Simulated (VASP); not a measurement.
# Mo (Im-3m) in VASP: a series of runs, part 2 of 2

VASP 6.6.1.

### Step 3. Single point, PBE

Contents of INCAR:

```
ADDGRID = F
ALGO = Normal
EDIFF = 1E-7
ENCUT = 350
GGA = PE
ISIF = 2
ISMEAR = 1
LASPH = T
LCHARG = F
LREAL = F
LWAVE = F
NBANDS = 13
NELM = 100
PREC = Accurate
SIGMA = 0.2
```

Contents of KPOINTS:

```
k-points
0
Gamma
  13 13 13
```

Contents of POSCAR:

```
Mo
1.0
   -1.6018940000      1.6123050000      1.5868230000
    1.5840600000     -1.5829550000      1.5396390000
    1.5998790000      1.5809390000     -1.5574730000
Mo
1
Direct
   -0.0100820000     -0.0008690000      0.0196120000
```

Potentials or basis: VASP PAW PBE potentials, release 64 (Mo_sv).

The run is started by

```console
cat potpaw_PBE.64/Mo_sv/POTCAR > POTCAR
mpirun -np 1 vasp_std > vasp.out
```

OUTCAR:

```text
EDIFF = 1E-7
   ENCUT = 350
   GGA = PE
   ISIF = 2
   ISMEAR = 1
   LASPH = T
   LREAL = F
   NELM = 100
   PREC = Accurate

 Found   1099 irreducible k-points:

 Following reciprocal coordinates:
            Coordinates               Weight
  0.000000  0.000000  0.000000      1.000000
  0.076923  0.000000  0.000000      2.000000
  0.153846  0.000000  0.000000      2.000000
  0.230769  0.000000  0.000000      2.000000
  0.307692  0.000000  0.000000      2.000000
  0.384615  0.000000  0.000000      2.000000
   k-points           NKPTS =   1099   k-points in BZ     NKDIM =   1099   number of bands    NBANDS=     13
   number of dos      NEDOS =    301   number of ions     NIONS =      1
   total plane-waves  NPLWV =   5832
   dimension x,y,z NGX =    18 NGY =   18 NGZ =   18
   dimension x,y,z NGXF=    36 NGYF=   36 NGZF=   36
   ions per type =               1
   NGX,Y,Z   is equivalent  to a cutoff of  10.80, 11.01, 10.94 a.u.
   NGXF,Y,Z  is equivalent  to a cutoff of  21.59, 22.02, 21.88 a.u.
 SYSTEM =  unknown system
   PREC   = accura    normal or accurate (medium, high low for compatibility)
   ISTART =      0    job   : 0-new  1-cont  2-samecut
   ICHARG =      2    charge: 1-file 2-atom 10-const
   ISPIN  =      1    spin polarized calculation?
   LNONCOLLINEAR =      F non collinear calculations
   LSORBIT =      F    spin-orbit coupling
   LASPH  =      T    aspherical Exc in radial PAW
[... 68 lines left out ...]
      8      11.1801      2.00000
      9      13.8214     -0.00000
     10      14.1167     -0.00000
     11      26.9278      0.00000
     12      27.0304      0.00000
     13      27.4779      0.00000
[... 66 lines left out ...]
  band No.  band energies     occupation
      1     -48.7316      2.00000
      2     -23.4031      2.00000
      3     -22.5984      2.00000
      4     -22.2421      2.00000
      5       7.2816      2.00000
      6       9.0986      2.00000
      7      12.4120      1.33749
      8      14.0746     -0.00000
      9      14.5907     -0.00000
     10      15.7816     -0.00000
     11      25.0188      0.00000
     12      25.2559      0.00000
     13      31.2176      0.00000

 [... further k-points ...]

------------------------ aborting loop because EDIFF is reached ----------------------------------------

  FORCE on cell =-STRESS in cart. coord.  units (eV):
  Direction    XX          YY          ZZ          XY          YZ          ZX
  --------------------------------------------------------------------------------------
  -------------------------------------------------------------------------------------
  Total       -0.4090675     -0.4781897      0.0774376      0.0065771     -0.1640986      0.1026263
  in kB      -41.2417476    -48.2105707      7.8071771      0.6630996    -16.5442416     10.3466709
  external PRESSURE =     -27.2150471 kB  Pullay stress =       0.0000000 kB

 VOLUME and BASIS-vectors are now :
 -----------------------------------------------------------------------------
  energy-cutoff  :      350.00
  volume of cell :       15.89
      direct lattice vectors                 reciprocal lattice vectors
    -1.601894000  1.612305000  1.586823000     0.001971750  0.310249238  0.316949110
     1.584060000 -1.582955000  1.539639000     0.315876418 -0.002757309  0.321678072
     1.599879000  1.580939000 -1.557473000     0.314268351  0.313370033 -0.001149142

 POSITION                                       TOTAL-FORCE (eV/Angst)
 -----------------------------------------------------------------------------------
      0.02832      0.04548      3.07858         0.000000      0.000000      0.000000
 -----------------------------------------------------------------------------------
    total drift:                               -0.000001      0.000011     -0.000010

  FREE ENERGIE OF THE ION-ELECTRON SYSTEM (eV)
  ---------------------------------------------------
  free  energy   TOTEN  =       -10.9276196257 eV

  energy  without entropy=      -10.9264576500  energy(sigma->0) =      -10.92723230
```

OSZICAR:

```text
N       E                     dE             d eps       ncg     rms          rms(c)
DAV:   1     0.622899698592E+02    0.62290E+02   -0.65237E+03 29471   0.826E+02
DAV:   2    -0.108931446461E+02   -0.73183E+02   -0.70509E+02 33144   0.253E+02
DAV:   3    -0.116062859242E+02   -0.71314E+00   -0.71196E+00 31664   0.248E+01
DAV:   4    -0.116077283839E+02   -0.14425E-02   -0.14424E-02 32444   0.134E+00
DAV:   5    -0.116077358744E+02   -0.74905E-05   -0.74901E-05 32099   0.842E-02    0.140E+01
DAV:   6    -0.110138136223E+02    0.59392E+00   -0.73283E-01 29259   0.104E+01    0.371E+00
DAV:   7    -0.109317142065E+02    0.82099E-01   -0.14513E-01 31654   0.442E+00    0.983E-01
DAV:   8    -0.109276391752E+02    0.40750E-02   -0.42143E-03 29509   0.796E-01    0.182E-01
DAV:   9    -0.109276116402E+02    0.27535E-04   -0.15838E-04 33464   0.147E-01    0.657E-02
DAV:  10    -0.109276196541E+02   -0.80139E-05   -0.14534E-05 30074   0.442E-02    0.340E-03
DAV:  11    -0.109276197893E+02   -0.13512E-06   -0.10433E-07 24959   0.353E-03    0.980E-04
DAV:  12    -0.109276196312E+02    0.15806E-06   -0.13488E-08 15582   0.133E-03    0.185E-04
DAV:  13    -0.109276196257E+02    0.55500E-08   -0.12861E-09 14852   0.411E-04
   1 F= -.10927620E+02 E0= -.10927232E+02  d E =-.116198E-02
```

It took 48 s on 1 thread of Intel Xeon 6975P-C (Granite Rapids), shared host; peak memory 0.22 GiB.

The run converged, but some of its settings lie outside the range that counts as converged, so its numbers aren't taken as properties of the crystal.

Results:

```
Free energy            : -10.9276 eV
Pressure               : -2.7 GPa
Band gap on the k mesh : none (metal or under the smearing width)
```

### Step 4. Single point, PBE

Edit INCAR of step 3 so:

```diff
@@ -3,3 +3,3 @@
 EDIFF = 1E-7
-ENCUT = 350
+ENCUT = 550
 GGA = PE
```

Contents of KPOINTS:

```
k-points
0
Gamma
  11 11 11
```

Contents of POSCAR:

```
Mo
1.0
   -1.5838089719      1.5838089719      1.5838089719
    1.5838089719     -1.5838089719      1.5838089719
    1.5838089719      1.5838089719     -1.5838089719
Mo
1
Direct
    0.0000000000      0.0000000000      0.0000000000
```

Potentials or basis: VASP PAW PBE potentials, release 64 (Mo_sv).

The run is started by

```console
cat potpaw_PBE.64/Mo_sv/POTCAR > POTCAR
mpirun -np 1 vasp_std > vasp.out
```

OUTCAR:

```text
EDIFF = 1E-7
   ENCUT = 550
   GGA = PE
   ISIF = 2
   ISMEAR = 1
   LASPH = T
   LREAL = F
   NELM = 100
   PREC = Accurate

 Found     56 irreducible k-points:

 Following reciprocal coordinates:
            Coordinates               Weight
  0.000000  0.000000  0.000000      1.000000
  0.090909  0.000000  0.000000     12.000000
  0.181818  0.000000  0.000000     12.000000
  0.272727  0.000000  0.000000     12.000000
  0.363636  0.000000  0.000000     12.000000
  0.454545  0.000000  0.000000     12.000000
   k-points           NKPTS =     56   k-points in BZ     NKDIM =     56   number of bands    NBANDS=     13
   number of dos      NEDOS =    301   number of ions     NIONS =      1
   total plane-waves  NPLWV =  13824
   dimension x,y,z NGX =    24 NGY =   24 NGZ =   24
   dimension x,y,z NGXF=    48 NGYF=   48 NGZF=   48
   ions per type =               1
   NGX,Y,Z   is equivalent  to a cutoff of  14.54, 14.54, 14.54 a.u.
   NGXF,Y,Z  is equivalent  to a cutoff of  29.09, 29.09, 29.09 a.u.
 SYSTEM =  unknown system
   PREC   = accura    normal or accurate (medium, high low for compatibility)
   ISTART =      0    job   : 0-new  1-cont  2-samecut
   ICHARG =      2    charge: 1-file 2-atom 10-const
   ISPIN  =      1    spin polarized calculation?
   LNONCOLLINEAR =      F non collinear calculations
   LSORBIT =      F    spin-orbit coupling
   LASPH  =      T    aspherical Exc in radial PAW
[... 68 lines left out ...]
      8      10.9987      2.00000
      9      13.9632     -0.00000
     10      13.9632     -0.00000
     11      27.1360      0.00000
     12      27.1360      0.00000
     13      27.1360      0.00000
[... 66 lines left out ...]
  band No.  band energies     occupation
      1     -48.7044      2.00000
      2     -23.5546      2.00000
      3     -22.6671      2.00000
      4     -22.2610      2.00000
      5       7.1384      2.00000
      6       9.0393      2.00000
      7      13.5317     -0.00000
      8      14.0802     -0.00000
      9      14.5702     -0.00000
     10      16.7589      0.00000
     11      23.9968      0.00000
     12      24.3830      0.00000
     13      29.7941      0.00000

 [... further k-points ...]

------------------------ aborting loop because EDIFF is reached ----------------------------------------

  FORCE on cell =-STRESS in cart. coord.  units (eV):
  Direction    XX          YY          ZZ          XY          YZ          ZX
  --------------------------------------------------------------------------------------
  -------------------------------------------------------------------------------------
  Total       -0.0816384     -0.0816384     -0.0816384      0.0000000     -0.0000000      0.0000000
  in kB       -8.2307027     -8.2307027     -8.2307027      0.0000000     -0.0000000      0.0000000
  external PRESSURE =      -8.2307027 kB  Pullay stress =       0.0000000 kB

 VOLUME and BASIS-vectors are now :
 -----------------------------------------------------------------------------
  energy-cutoff  :      550.00
  volume of cell :       15.89
      direct lattice vectors                 reciprocal lattice vectors
    -1.583808972  1.583808972  1.583808972     0.000000000  0.315694638  0.315694638
     1.583808972 -1.583808972  1.583808972     0.315694638  0.000000000  0.315694638
     1.583808972  1.583808972 -1.583808972     0.315694638  0.315694638  0.000000000

 POSITION                                       TOTAL-FORCE (eV/Angst)
 -----------------------------------------------------------------------------------
      0.00000      0.00000      0.00000         0.000000     -0.000000     -0.000000
 -----------------------------------------------------------------------------------
    total drift:                                0.000000      0.000000     -0.000000

  FREE ENERGIE OF THE ION-ELECTRON SYSTEM (eV)
  ---------------------------------------------------
  free  energy   TOTEN  =       -10.9123329929 eV

  energy  without entropy=      -10.9075515049  energy(sigma->0) =      -10.91073916
```

Wall time 5.9 s (1 thread of Intel Xeon 6975P-C (Granite Rapids), shared host); peak memory 0.14 GiB.

These settings aren't checked as converged: the numbers below hold their error.

What came out:

```yaml
Free_energy: -10.9123 eV
Pressure: -0.8 GPa
Band_gap_on_the_k_mesh: none (metal or under the smearing width)
```

### Step 5. For comparison

An earlier run on the cell as given: functional PBE; potentials or basis VASP PAW PBE potentials, release 64 (Mo_sv); cutoff 520 eV; k mesh 12 × 12 × 12; occupations fermi-dirac, width 0.05 eV; no spin polarisation.

- Pressure: -1.4 GPa
- Band gap on the k mesh: none (metal or under the smearing width)
